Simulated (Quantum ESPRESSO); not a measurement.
LiH in Quantum ESPRESSO: the effect of functional

The system is LiH.

```
CELL_PARAMETERS angstrom
0.00000 2.03675 2.03675
2.03675 0.00000 2.03675
2.03675 2.03675 0.00000
ATOMIC_POSITIONS crystal
Li 0.00000 0.00000 0.00000
H 0.50000 0.50000 0.50000
```

Alike in all runs:

```yaml
Program: Quantum ESPRESSO 7.5
Task: dielectric tensor
Cutoff: 612 eV
Density_cutoff: 4898 eV
k_mesh: 8 × 8 × 8, shifted
Occupations: fermi-dirac, width 0.05 eV
Spin: no spin polarisation
```

| functional | potentials or basis | pressure (GPa) | dielectric constant (mean) |
| --- | --- | --- | --- |
| LDA | GBRV 1.5 LDA | -4.1 | 4.60 |
| PBEsol | GBRV 1.5 PBEsol | -2.3 | 4.48 |
| WC | GBRV 1.5 PBE | -2.0 | 4.39 |
| BLYP | GBRV 1.5 PBE | ? | ? |
| AM05 | GBRV 1.5 PBE | -1.6 | 4.48 |

Q: What does the run with functional BLYP give?

A: Pressure -1.1 GPa; dielectric constant 3.85 mean.

Caveats: the potentials were made for another functional, which shifts forces and pressure (some runs); the cell is more than 3 GPa from zero pressure, which shifts response properties (some runs).

Runs at the PBE level aren't shown here.
